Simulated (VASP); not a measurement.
# CaO (Lime) (Fm-3m) in VASP: a series of runs, part 2 of 2

VASP 6.6.1. The steps go on from the part before.

### 4 Relaxation of the atoms, PBE+D3(BJ) (a relaxed cell with its volume scaled by 0.98)

File INCAR:

```
ALGO = Normal
EDIFF = 1E-7
EDIFFG = -0.01
ENCUT = 600
GGA = PE
IBRION = 2
ISIF = 2
ISMEAR = 0
IVDW = 12
LASPH = T
LCHARG = F
LREAL = F
LWAVE = F
NELM = 80
NSW = 40
PREC = Accurate
SIGMA = 0.03
```

File KPOINTS:

```
k-points
0
Gamma
  10 10 10
```

File POSCAR:

```
CaO                                     
1.0
    0.0000000000      2.3792081361      2.3792081361
    2.3792081361      0.0000000000      2.3792081361
    2.3792081361      2.3792081361      0.0000000000
  Ca              O             
     1     1
Direct
     0.0000000000000000    0.0000000000000000    0.0000000000000000
     0.5000000000000000    0.5000000000000000    0.5000000000000000
```

Potentials or basis: VASP PAW PBE potentials, release 64 (Ca_sv, O).

On the command line:

```console
cat potpaw_PBE.64/Ca_sv/POTCAR potpaw_PBE.64/O/POTCAR > POTCAR
mpirun -np 1 vasp_std > vasp.out
```

OUTCAR:

```text
EDIFF = 1E-7
   EDIFFG = -0.01
   ENCUT = 600
   GGA = PE
   IBRION = 2
   ISIF = 2
   ISMEAR = 0
   IVDW = 12
   LASPH = T
   LREAL = F
   NELM = 80
   NSW = 40
   PREC = Accurate
 IVDW          = 12

 ion  position               nearest neighbor table
   1  0.000  0.000  0.000-   2 2.38   2 2.38   2 2.38   2 2.38   2 2.38   2 2.38
   2  0.500  0.500  0.500-   1 2.38   1 2.38   1 2.38   1 2.38   1 2.38   1 2.38

  LATTYP: Found a face centered cubic cell.
 ALAT       =     4.7584162722

  Lattice vectors:

 A1 = (   0.0000000000,   2.3792081361,   2.3792081361)
 A2 = (   2.3792081361,   0.0000000000,   2.3792081361)
 A3 = (   2.3792081361,   2.3792081361,   0.0000000000)

Analysis of symmetry for initial positions (statically):
=====================================================================
 Subroutine PRICEL returns:
 Original cell was already a primitive cell.

 Routine SETGRP: Setting up the symmetry group for a
 face centered cubic supercell.

 Subroutine GETGRP returns: Found 48 space group operations
 (whereof 48 operations were pure point group operations)
 out of a pool of 48 trial point group operations.

The static configuration has the point symmetry O_h .
[... 179 lines left out ...]
      8       2.5220      2.00000
      9       7.4848      0.00000
     10       8.8214      0.00000
     11       8.8214      0.00000
     12       8.8214      0.00000
[... 331 lines left out ...]
 k-point    24 :       0.4000    0.3000    0.0000
  band No.  band energies     occupation
      1     -34.8689      2.00000
      2     -16.4596      2.00000
      3     -15.9540      2.00000
      4     -15.9234      2.00000
      5     -12.5027      2.00000
      6       0.8218      2.00000
      7       1.9616      2.00000
      8       2.0637      2.00000
      9       6.8402      0.00000
     10      10.4035      0.00000
     11      11.4715      0.00000
     12      11.5714      0.00000

 [... further k-points ...]

------------------------ aborting loop because EDIFF is reached ----------------------------------------

 Edisp (eV)   -0.56152

 E8    (eV) :    -0.2520

  FORCE on cell =-STRESS in cart. coord.  units (eV):
  Direction    XX          YY          ZZ          XY          YZ          ZX
  --------------------------------------------------------------------------------------
  -------------------------------------------------------------------------------------
  Total       0.40210     0.40210     0.40210     0.00000     0.00000     0.00000
  in kB      23.91780    23.91780    23.91780     0.00000     0.00000     0.00000
  external pressure =       23.92 kB  Pullay stress =        0.00 kB

 VOLUME and BASIS-vectors are now :
 -----------------------------------------------------------------------------
  energy-cutoff  :      600.00
  volume of cell :       26.94
      direct lattice vectors                 reciprocal lattice vectors
     0.000000000  2.379208136  2.379208136    -0.210153955  0.210153955  0.210153955
     2.379208136  0.000000000  2.379208136     0.210153955 -0.210153955  0.210153955
     2.379208136  2.379208136  0.000000000     0.210153955  0.210153955 -0.210153955

 POSITION                                       TOTAL-FORCE (eV/Angst)
 -----------------------------------------------------------------------------------
      0.00000      0.00000      0.00000         0.000000      0.000000     -0.000000
      2.37921      2.37921      2.37921         0.000000      0.000000      0.000000
 -----------------------------------------------------------------------------------
    total drift:                                0.000000      0.000000      0.000000

  FREE ENERGIE OF THE ION-ELECTRON SYSTEM (eV)
  ---------------------------------------------------
  free  energy   TOTEN  =       -13.3434952265 eV

  energy  without entropy=      -13.3434952265  energy(sigma->0) =      -13.34349523

 reached required accuracy - stopping structural energy minimisation
```

It took 12 s on 1 thread of AMD EPYC 9R45 (Zen 5), shared host; peak memory 0.15 GiB.

What came out:

- Free energy: -13.3435 eV
- Pressure after relaxing: 2.4 GPa
- Band gap on the k mesh: 3.63 eV, indirect (least direct gap 3.99 eV)
- Dispersion energy per atom: -0.281 eV

Final structure:
```xyz
2
Lattice="0.0000 2.3792 2.3792 2.3792 0.0000 2.3792 2.3792 2.3792 0.0000" Properties=species:S:1:pos:R:3 pbc="T T T"
Ca    0.0000    0.0000    0.0000
O     2.3792    2.3792    2.3792
```

Caveat: the relaxation stopped at its first step, so nothing moved. A k mesh can miss the band edges.

### 5 Relaxation of the atoms, PBE+D3(BJ)

INCAR is that of step 4.

KPOINTS is that of step 4.

File POSCAR:

```
CaO                                     
1.0
    0.0000000000      2.3952843544      2.3952843544
    2.3952843544      0.0000000000      2.3952843544
    2.3952843544      2.3952843544      0.0000000000
  Ca              O             
     1     1
Direct
     0.0000000000000000    0.0000000000000000    0.0000000000000000
     0.5000000000000000    0.5000000000000000    0.5000000000000000
```

Potentials or basis: VASP PAW PBE potentials, release 64 (Ca_sv, O).

On the command line:

```console
cat potpaw_PBE.64/Ca_sv/POTCAR potpaw_PBE.64/O/POTCAR > POTCAR
mpirun -np 1 vasp_std > vasp.out
```

OUTCAR:

```text
EDIFF = 1E-7
   EDIFFG = -0.01
   ENCUT = 600
   GGA = PE
   IBRION = 2
   ISIF = 2
   ISMEAR = 0
   IVDW = 12
   LASPH = T
   LREAL = F
   NELM = 80
   NSW = 40
   PREC = Accurate
 IVDW          = 12

 ion  position               nearest neighbor table
   1  0.000  0.000  0.000-   2 2.40   2 2.40   2 2.40   2 2.40   2 2.40   2 2.40
   2  0.500  0.500  0.500-   1 2.40   1 2.40   1 2.40   1 2.40   1 2.40   1 2.40

  LATTYP: Found a face centered cubic cell.
 ALAT       =     4.7905687088

  Lattice vectors:

 A1 = (   0.0000000000,   2.3952843544,   2.3952843544)
 A2 = (   2.3952843544,   0.0000000000,   2.3952843544)
 A3 = (   2.3952843544,   2.3952843544,   0.0000000000)

Analysis of symmetry for initial positions (statically):
=====================================================================
 Subroutine PRICEL returns:
 Original cell was already a primitive cell.

 Routine SETGRP: Setting up the symmetry group for a
 face centered cubic supercell.

 Subroutine GETGRP returns: Found 48 space group operations
 (whereof 48 operations were pure point group operations)
 out of a pool of 48 trial point group operations.

The static configuration has the point symmetry O_h .

Analysis of symmetry for dynamics (positions and initial velocities):
=====================================================================
 Subroutine PRICEL returns:
 Original cell was already a primitive cell.

 Routine SETGRP: Setting up the symmetry group for a
 face centered cubic supercell.

 Subroutine GETGRP returns: Found 48 space group operations
 (whereof 48 operations were pure point group operations)
 out of a pool of 48 trial point group operations.

The dynamic configuration has the point symmetry O_h .

 Subroutine INISYM returns: Found 48 space group operations
 (whereof 48 operations are pure point group operations),
 and found     1 'primitive' translations

----------------------------------------------------------------------------------------

                                     Primitive cell

  volume of cell :      27.4853

  direct lattice vectors                    reciprocal lattice vectors
     0.000000000  2.395284354  2.395284354    -0.208743483  0.208743483  0.208743483
     2.395284354  0.000000000  2.395284354     0.208743483 -0.208743483  0.208743483
     2.395284354  2.395284354  0.000000000     0.208743483  0.208743483 -0.208743483

  length of vectors
     3.387443620  3.387443620  3.387443620     0.361554319  0.361554319  0.361554319

  position of ions in fractional coordinates (direct lattice)
     0.000000000  0.000000000  0.000000000
     0.500000000  0.500000000  0.500000000

  ion indices of the primitive-cell ions
   primitive index   ion index
                 1           1
                 2           2

----------------------------------------------------------------------------------------

 KPOINTS: k-points

Automatic generation of k-mesh.
 Grid dimensions read from file:
 generate k-points for:   10   10   10

 Generating k-lattice:

[... 43 lines left out ...]
   k-points           NKPTS =     47   k-points in BZ     NKDIM =     47   number of bands    NBANDS=     12
   number of dos      NEDOS =    301   number of ions     NIONS =      2
   total plane-waves  NPLWV =  21952
   dimension x,y,z NGX =    28 NGY =   28 NGZ =   28
   dimension x,y,z NGXF=    56 NGYF=   56 NGZF=   56
   ions per type =               1   1
   NGX,Y,Z   is equivalent  to a cutoff of  13.74, 13.74, 13.74 a.u.
   NGXF,Y,Z  is equivalent  to a cutoff of  27.48, 27.48, 27.48 a.u.
 SYSTEM =  unknown system
   PREC   = accura    normal or accurate (medium, high low for compatibility)
   ISTART =      0    job   : 0-new  1-cont  2-samecut
   ICHARG =      2    charge: 1-file 2-atom 10-const
   ISPIN  =      1    spin polarized calculation?
   LNONCOLLINEAR =      F non collinear calculations
   LSORBIT =      F    spin-orbit coupling
   LASPH  =      T    aspherical Exc in radial PAW
   ENCUT  =  600.0 eV  44.10 Ry    6.64 a.u.   6.77  6.77  6.77*2*pi/ulx,y,z
   NELM   =     80;   NELMIN=  2; NELMDL= -5     # of ELM steps
   EDIFF  = 0.1E-06   stopping-criterion for ELM
   LREAL  =      F    real-space projection
   EDIFFG = -.1E-01   stopping-criterion for IOM
   NSW    =     40    number of steps for IOM
   IBRION =      2    ionic relax: 0-MD 1-quasi-New 2-CG
   NFREE  =      1    steps in history (QN), initial steepest desc. (CG)
   ISIF   =      2    stress and relaxation
   ISYM   =      2    0-nonsym 1-usesym 2-fastsym
   POTIM  = 0.5000    time-step for ionic-motion
   TEBEG  =    0.0;   TEEND  =   0.0 temperature during run
   PSTRESS=    0.0 pullay stress
   NELECT =      16.0000    total number of electrons
   NUPDOWN=      -1.0000    fix difference up-down
   EMIN   =  10.00;   EMAX   =-10.00  energy-range for DOS
   EFERMI =   0.00;   METHOD = LEGACY
   ISMEAR =     0;   SIGMA  =   0.03  broadening in eV -4-tet -1-fermi 0-gaus
   EFERMI_NEDOS =   21; number of points for ismear=-14 and -15
   IALGO  =     38    algorithm
   IMIX   =      4    mixing-type and parameters
     AMIX     =   0.40;   BMIX     =  1.00
     AMIX_MAG =   1.60;   BMIX_MAG =  1.00
  volume/ion in A,a.u.               =      13.74        92.74
  Fermi-wavevector in a.u.,A,eV,Ry     =   1.366935  2.583132 25.422626  1.868510
  Thomas-Fermi vector in A             =   2.493032
   LORBIT       =      0    0 simple, 1 ext, 2 COOP (PROOUT), +10 PAW based schemes
   GGA     = PE    functional components
   LHFCALC =     F    Hartree Fock is set to
   AEXX    =    0.0000 exact exchange contribution
   IVDW    =    12    specifies the selected vdW correction
   LEPSILON=     F    determine dielectric tensor
   LRPA    =     F    only Hartree local field effects (RPA)
 conjugate gradient relaxation of ions
 non-spin polarized calculation
 Gauss-broadening in eV      SIGMA  =   0.03
  energy-cutoff  :      600.00
  volume of cell :       27.49
 maximum number of plane-waves:       941
   NGX = 13   NGY = 13   NGZ = 13

 number of electron      15.9999997 magnetization

 Free energy of the ion-electron system (eV)
  ---------------------------------------------------
  ext. energy  EPLUGINS =         0.00000000
  ---------------------------------------------------
  free energy    TOTEN  =       -12.79843056 eV

  energy without entropy =      -12.79843056  energy(sigma->0) =      -12.79843056

 E-fermi :   2.6247     XC(G=0): -10.5238

 val. band max:        2.4044007574   @ k =   0.0000   0.0000   0.0000
 cond. band min:       6.0384548232   @ k =   0.5000   0.5000   0.0000
 fundamental gap:      3.6340540658
 Fermi energy:         2.6247432393

 k-point     1 :       0.0000    0.0000    0.0000
  band No.  band energies     occupation
      1     -35.1905      2.00000
      2     -15.9474      2.00000
      3     -15.9474      2.00000
      4     -15.9474      2.00000
      5     -13.1474      2.00000
      6       2.4044      2.00000
      7       2.4044      2.00000
      8       2.4044      2.00000
      9       7.1995      0.00000
     10       8.6555      0.00000
     11       8.6555      0.00000
     12       8.6555      0.00000
[... 331 lines left out ...]
 k-point    24 :       0.4000    0.3000    0.0000
  band No.  band energies     occupation
      1     -35.0778      2.00000
      2     -16.6178      2.00000
      3     -16.1535      2.00000
      4     -16.1253      2.00000
      5     -12.6126      2.00000
      6       0.7202      2.00000
      7       1.8486      2.00000
      8       1.9494      2.00000
      9       6.7154      0.00000
     10      10.1279      0.00000
     11      11.2387      0.00000
     12      11.3284      0.00000

 [... further k-points ...]

------------------------ aborting loop because EDIFF is reached ----------------------------------------

 Edisp (eV)   -0.54994

 E8    (eV) :    -0.2468

  FORCE on cell =-STRESS in cart. coord.  units (eV):
  Direction    XX          YY          ZZ          XY          YZ          ZX
  --------------------------------------------------------------------------------------
  -------------------------------------------------------------------------------------
  Total       0.00167     0.00167     0.00167     0.00000     0.00000    -0.00000
  in kB       0.09760     0.09760     0.09760     0.00000     0.00000    -0.00000
  external pressure =        0.10 kB  Pullay stress =        0.00 kB

 VOLUME and BASIS-vectors are now :
 -----------------------------------------------------------------------------
  energy-cutoff  :      600.00
  volume of cell :       27.49
      direct lattice vectors                 reciprocal lattice vectors
     0.000000000  2.395284354  2.395284354    -0.208743483  0.208743483  0.208743483
     2.395284354  0.000000000  2.395284354     0.208743483 -0.208743483  0.208743483
     2.395284354  2.395284354  0.000000000     0.208743483  0.208743483 -0.208743483

 POSITION                                       TOTAL-FORCE (eV/Angst)
 -----------------------------------------------------------------------------------
      0.00000      0.00000      0.00000        -0.000000     -0.000000     -0.000000
      2.39528      2.39528      2.39528         0.000000      0.000000      0.000000
 -----------------------------------------------------------------------------------
    total drift:                                0.000000      0.000000      0.000000

  FREE ENERGIE OF THE ION-ELECTRON SYSTEM (eV)
  ---------------------------------------------------
  free  energy   TOTEN  =       -13.3483743493 eV

  energy  without entropy=      -13.3483743493  energy(sigma->0) =      -13.34837435

 reached required accuracy - stopping structural energy minimisation
```

OSZICAR:

```text
N       E                     dE             d eps       ncg     rms          rms(c)
DAV:   1     0.141423951699E+03    0.14142E+03   -0.93903E+03  1128   0.153E+03
DAV:   2    -0.678628600413E+01   -0.14821E+03   -0.14004E+03  1300   0.355E+02
DAV:   3    -0.142622727558E+02   -0.74760E+01   -0.74148E+01  1456   0.818E+01
DAV:   4    -0.145082548255E+02   -0.24598E+00   -0.24582E+00  1668   0.134E+01
DAV:   5    -0.145100440345E+02   -0.17892E-02   -0.17891E-02  1372   0.132E+00    0.856E+00
DAV:   6    -0.128387725761E+02    0.16713E+01   -0.86444E+00  1308   0.276E+01    0.361E+00
DAV:   7    -0.127993262306E+02    0.39446E-01   -0.71074E-01  1520   0.838E+00    0.174E+00
DAV:   8    -0.128001888241E+02   -0.86259E-03   -0.84340E-02  1252   0.332E+00    0.441E-01
DAV:   9    -0.127979651624E+02    0.22237E-02   -0.26184E-02  1400   0.135E+00    0.138E-01
DAV:  10    -0.127983894508E+02   -0.42429E-03   -0.23081E-03  1236   0.490E-01    0.262E-02
DAV:  11    -0.127984463662E+02   -0.56915E-04   -0.37966E-04  1576   0.164E-01    0.307E-02
DAV:  12    -0.127984306358E+02    0.15730E-04   -0.63921E-05  1292   0.877E-02    0.450E-03
DAV:  13    -0.127984306061E+02    0.29674E-07   -0.42067E-06  1520   0.208E-02    0.910E-04
DAV:  14    -0.127984304721E+02    0.13407E-06   -0.20175E-07  1304   0.479E-03    0.345E-04
DAV:  15    -0.127984305583E+02   -0.86219E-07   -0.30618E-08   680   0.230E-03
   1 F= -.13348374E+02 E0= -.13348374E+02  d E =-.133484E+02
```

Wall time 12 s (1 thread of AMD EPYC 9R45 (Zen 5), shared host); peak memory 0.15 GiB.

Results:

```
Free energy                : -13.3484 eV
Pressure after relaxing    : 0.0 GPa
Band gap on the k mesh     : 3.63 eV, indirect (least direct gap 4.01 eV)
Dispersion energy per atom : -0.275 eV
```

Final structure:
```
CELL_PARAMETERS angstrom
0.00000 2.39528 2.39528
2.39528 0.00000 2.39528
2.39528 2.39528 0.00000
ATOMIC_POSITIONS crystal
Ca 0.00000 0.00000 0.00000
O 0.50000 0.50000 0.50000
```

Caveat: the relaxation stopped at its first step, so nothing moved. A k mesh can miss the band edges.

### 6 Summary

```csv
cell,gap on the mesh (eV),pressure (GPa)
atoms relaxed from: a relaxed cell with its volume scaled by 0.94,3.60,8.0
atoms relaxed from: a relaxed cell with its volume scaled by 0.96,3.62,5.0
atoms relaxed from: a relaxed cell with its volume scaled by 0.98,3.63,2.4
atoms relaxed,3.63,0.0
```

Alike in all rows: task relaxation of the atoms; level PBE+D3(BJ); potentials or basis VASP PAW PBE potentials, release 64 (Ca_sv, O); no spin polarisation; k mesh 10 × 10 × 10; cutoff (eV) 600; smearing gaussian 0.03 eV.

Caveats: the relaxation stopped at its first step, so nothing moved.

Absolute energies hang on the potentials; compare differences alone.
